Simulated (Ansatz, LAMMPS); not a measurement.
# Gap against volume in Al2O3 with crystalline order left by the classical run (155 atoms)

Density of this cell: 3.59 g/cm³. The cell holds 155 atoms: 62 Al and 93 O. Cell: a = 11.199 Å, b = 11.006 Å, c = 11.904 Å, α = 87.5°, β = 90.1°, γ = 93.6°. The starting structure: 155 atoms (62 Al, 93 O) placed at random at 3.6 g/cm³, melted at 5000 K for 10 ps at fixed volume with the Morse and Coulomb pair potential with partial charges (Pedone, Malavasi, Menziani, Cormack and Segre, J. Phys. Chem. B 110, 11780 (2006)). Quenched from 5000 K to 300 K at 20 K/ps and fixed volume, held 5 ps, then minimised at fixed cell.

Calculated with Ansatz 0.2.0: Kohn-Sham DFT, PBE, PAW (set soft_1), plane waves; cutoff 420 eV, Γ point, fixed occupations. The relaxed cell was scaled evenly and the atoms were relaxed at each volume. The gap is that between the highest filled and the lowest empty Kohn-Sham level on the run's k-points.

```
volume (Å³/atom)  gap (eV)
          8.4950               4.758
          8.8725                   ?
          9.1557               4.210
          9.4389               3.999
          9.7220               3.809
          10.005               3.647
```

Task: Fit a straight line in ln V to the rows given and interpolate to the withheld row.

Worked fit:

A volume deformation potential makes the spacing linear in u = ln(V/V0), with V0 = 9.4389 Å³ the relaxed volume; v is the spacing.

```
u = ln(V/V0)  v (eV)
   -0.105360  4.7576
  -0.0304595  4.2104
           0  3.9991
   0.0295591  3.8093
   0.0582689  3.6465
```

With n = 5: mean u = -0.00959838, mean v = 4.08458, Σ(u − ū)² = 0.015837, Σ(u − ū)(v − v̄) = -0.10841. Slope b = -0.10841 / 0.015837 = -6.8451; intercept a = v̄ − b ū = 4.0189.

At the withheld volume u = -0.06188, and v = a + b u.

Prediction at 8.8725: 4.442 eV. The run gave 4.447 eV, so the fit is low by 0.0050 eV (0.11 % of the value).

The slope, -6.85 eV, says that the spacing narrows on expansion. Among the rows given, the largest miss of the fit is at 10.005, by 0.026 eV (2.4 % of the range of the table).

Limits: The table spans 16 % in volume, wide for a linear law. Semilocal functionals tend to put gaps under measured ones. Only the Γ point is sampled. Atoms move by up to 0.6 Å in these relaxations, so the structure changes along the series. Defect or tail levels can set the spacing of a disordered cell.

[Logs are printed without paths, hosts, clocks, repeated set-up lines and the standing remarks that a program may print on its own settings, such as how far it seeks lower states.]

[Hosts, paths, dates, database ids (printed as entryN), source tags and the programs' standing remarks are cut or masked in the printed files.]
